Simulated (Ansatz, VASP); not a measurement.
# Two plane-wave programs on P

```
P
1.0
     3.30844    0.00000    0.00000
    -1.65422    2.86519    0.00000
     0.00000    0.00000    3.23532
P
2
Cartesian
  0.0000 1.9101 0.8088
  1.6542 0.9551 2.4265
```

Alike in both runs: functional r2SCAN; k mesh 9 × 9 × 4; occupations gaussian, width 0.1 eV; no spin polarisation.

Ansatz relaxed the structure, and its values are those at the end. VASP's run is a single point on that final structure, the one shown.

|  | VASP | Ansatz |
| --- | --- | --- |
| version | VASP 6.6.1 | Ansatz 0.2.0 |
| potentials or method | VASP PAW PBE potentials, release 64 (P) | scalar-relativistic, plane waves, PAW |
| plane-wave cutoff (eV) | 520 | 500 |
| valence electrons in the cell | 10 | 10 |

|  | VASP | Ansatz | Ansatz less VASP |
| --- | --- | --- | --- |
| gap on the k mesh at the Fermi level (eV) | none | none | - |
| pressure (GPa) | -0.3 | 0.0 | +0.34 |

A gap of «none» marks a metal or a gap that the smearing closes.

Caveats: the k mesh is coarse (spacing up to 0.49 Å⁻¹), so the values aren't converged; the PAW data sets were made with another functional, which shifts forces and pressure a little (VASP).
